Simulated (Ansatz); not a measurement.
A plane-wave DFT run in Ansatz 0.2.0 (scalar-relativistic PAW potentials unless the input names others): input and command.

```yaml
crystal:
  lattice:
    - [0.0, 2.9789659816, 2.9789659816]
    - [2.9789659816, 0.0, 2.9789659816]
    - [2.9789659816, 2.9789659816, 0.0]
  atoms:
    - { symbol: Ca, position: [0.0, 0.0, 0.0] }
    - { symbol: Se, position: [0.5, 0.5, 0.5] }
kpoints:
  mp_grid: { grid: [8, 8, 8] }
hamiltonian:
  xc: pbe
scf:
  occupations: { method: fermi_dirac, width: 0.15 }
  n_extra_bands: 8
output:
  forces: true
  eigenvalues: true
  stress: true
accuracy: high
```

```bash
ansatz run input.yaml --threads 1 --pin off --max-ram 1228MiB --backend cpu --events-out ev --progress --plain --runs-dir out
```

Abridged log:
```
scf.n_extra_bands = 8 over 13 filled bands (N_el = 26.0): the run solves 21 bands
Pseudopotentials: kind: paw
Pseudopotential: Ca, paw, valence charge 10, recommended cutoff 420 eV (normal)
Pseudopotential: Se, paw, valence charge 16, recommended cutoff 420 eV (normal)
Functional definition: PBE
Crystal: 2 atoms, lattice volume = 52.872 Å³
Basis set: ecut = 420 eV, 1037 PW (Γ), exchange–correlation on 72×72×72 points (8 copies of the dense FFT grid, shifted against one another)
Bands: 21, of which v1, the nominal top of the filled ones, is band 13 counted from 1 (12 counted from 0)
Symmetry: 48 space group operations
Space group: Fm-3m (ITA 225), of the structure as read, at distance tolerance 3.8e-5 Å
k-points: 29 of 512
Initial density: superposition of atomic densities (neutral atoms: chi_scale 0, normalization atom), corrected by the library's trained network
Initial wavefunctions: pseudopotential atomic-orbital guess
Functional: x = pbe(κ = 0.804, μ = 0.21951497), c = pbe(β = 0.06672455)
SCF iter   1: F=—  HF=-7290.003096 eV  |F-HF|=—  |Δ(HF+E_count)|=         —  Δρ=4.79e-4  dr2=1.08e-4  ethr=1.77e-3  ⟨swp⟩=7.7  Hψ=3710  notcnv=0
SCF iter   2: F=—  HF=-7290.003047 eV  |F-HF|=—  |Δ(HF+E_count)|=   4.84e-5  Δρ=3.72e-4  dr2=1.38e-4  ethr=4.15e-7  ⟨swp⟩=2.1  Hψ=1211  notcnv=0
SCF iter   3: F=—  HF=-7290.003034 eV  |F-HF|=—  |Δ(HF+E_count)|=   1.30e-5  Δρ=1.36e-4  dr2=6.32e-6  ethr=4.15e-7  ⟨swp⟩=3.0  Hψ=880  notcnv=0
SCF iter   4: F=—  HF=-7290.003051 eV  |F-HF|=—  |Δ(HF+E_count)|=   1.66e-5  Δρ=1.31e-4  dr2=1.44e-5  ethr=2.43e-8  ⟨swp⟩=2.0  Hψ=699  notcnv=0
SCF iter   5: F=—  HF=-7290.003046 eV  |F-HF|=—  |Δ(HF+E_count)|=   4.54e-6  Δρ=3.43e-5  dr2=1.24e-6  ethr=2.43e-8  ⟨swp⟩=2.0  Hψ=960  notcnv=0
SCF iter   6: F=-7290.003046 eV  HF=-7290.003046 eV  |F-HF|=5.39e-8  |Δ(HF+E_count)|=   3.99e-7  Δρ=7.12e-6  dr2=5.69e-8  ethr=3.85e-10  ⟨swp⟩=4.9  Hψ=2545  notcnv=0
SCF iter   7: F=—  HF=-7290.003046 eV  |F-HF|=—  |Δ(HF+E_count)|=   1.61e-8  Δρ=2.76e-6  dr2=8.10e-9  ethr=2.19e-10  ⟨swp⟩=2.0  Hψ=675  notcnv=0
SCF iter   8: F=—  HF=-7290.003046 eV  |F-HF|=—  |Δ(HF+E_count)|=   2.56e-9  Δρ=9.03e-7  dr2=8.89e-10  ethr=3.12e-11  ⟨swp⟩=2.0  Hψ=687  notcnv=0
SCF iter   9: F=—  HF=-7290.003046 eV  |F-HF|=—  |Δ(HF+E_count)|=  2.82e-10  Δρ=2.76e-7  dr2=8.39e-11  ethr=3.42e-12  ⟨swp⟩=2.1  Hψ=727  notcnv=0
SCF iter  10: F=-7290.003046 eV  HF=-7290.003046 eV  |F-HF|=9.09e-13  |Δ(HF+E_count)|=  3.18e-11  Δρ=1.08e-8  dr2=2.55e-14  ethr=1.00e-12  ⟨swp⟩=5.4  Hψ=2036  notcnv=0
SCF 1 converged in 10 iterations: F = -7290.003046 eV  dr2 = 2.55e-14
SCF converged after 10 iterations
Free energy (F): -7290.003046 eV
Harris-Foulkes:  -7290.003046 eV  (|F-HF|=9.09e-13)
Internal energy: -7290.002950 eV  (E = F + TS)
E sigma→0 (E₀):  -7290.002998 eV
Entropy (-TS):   -0.000096 eV (-0.048 meV/atom)
Fermi energy:    7.919737 eV
--- Forces (eV/Å), atoms counted from 1 ---
  atom   1  Ca     0.00000000     0.00000000     0.00000000
  atom   2  Se     0.00000000     0.00000000     0.00000000
--- Stress (GPa, compression-positive) ---
        0.004517       0.000000       0.000000
        0.000000       0.004517       0.000000
        0.000000       0.000000       0.004517
  P = ⅓ Tr σ = 0.0045 GPa (0.045 kbar)
```

Apart from outputs and the relaxation, which only the reference makes, the input differs from a reference run on usual settings in scf.n_extra_bands: not typed → 8; scf.occupations.method: "fixed" → "fermi_dirac"; scf.occupations.width: not typed → 0.15; accuracy: not typed → "high"; basis.ecutwfc: 420 → not typed. The reference, at the same geometry, ended its own course with pressure 0.00 GPa, largest force 0.000 eV/Å, gap on the mesh 2.08 eV. This run converged in 10 SCF iterations with an energy at zero smearing 0.02 meV/atom above the reference's, pressure 0.00 GPa, largest force 0.000 eV/Å, gap on the mesh 2.08 eV.